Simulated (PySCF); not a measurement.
Runs of PySCF 2.14.0 on KCl (Sylvite). It takes space group Fm-3m (No. 225, cubic). Conventional cell: a = 6.293 Å, b = 6.293 Å, c = 6.293 Å, α = 90.00°, β = 90.00°, γ = 90.00°. K (site symmetry m-3m) has 6 Cl at 3.15 Å as nearest neighbours. Cl (site symmetry m-3m) has 6 K at 3.15 Å as nearest neighbours. 

```csv
task,level,k mesh,frozen core bands,conv_tol,exxdiv,three-centre integrals,gap on the mesh (eV)
EOM-CCSD ionisation and attachment energies,HF,1 × 1 × 1,10,1e-08 Ha,ewald,read from an earlier run's file,(a)
atomic charges,HF,2 × 2 × 2,-,1e-07 Ha,ewald,read from an earlier run's file,15.00
atomic charges,B3LYP,2 × 2 × 2,-,1e-07 Ha,ewald,read from an earlier run's file,7.59
atomic charges,LDA,2 × 2 × 2,-,1e-07 Ha,-,-,5.43
MP2 correlation energy,HF,2 × 2 × 2,10,1e-08 Ha,ewald,read from an earlier run's file,15.00
```

Alike in all rows: potentials or basis pob-tzvp-rev2 (all-electron); no spin polarisation; cell as given; smearing fixed; the mesh is coarse, so values aren't converged.

Task: Estimate the missing entries.

Result: (a) 15.80.

Caveats: all runs use coarse meshes; the basis of atomic orbitals isn't converged, which shifts pressures, moduli and gaps; on so small a mesh gaps with full-range exact exchange can be off by tenths of an eV to over 1 eV (some runs); mesh and basis are far too small for converged many-body values: gaps can be off by tenths of an eV to over 1 eV, and much correlation energy is missing (some runs); the default atom-centred grid shifts energies of crystals by up to some 10 meV an atom and pressures by some 0.5 GPa (some runs); the iterative solver can pass over a root and still report convergence (some runs); an odd mesh through Γ misses points on the zone boundary, where band edges often lie (some runs).
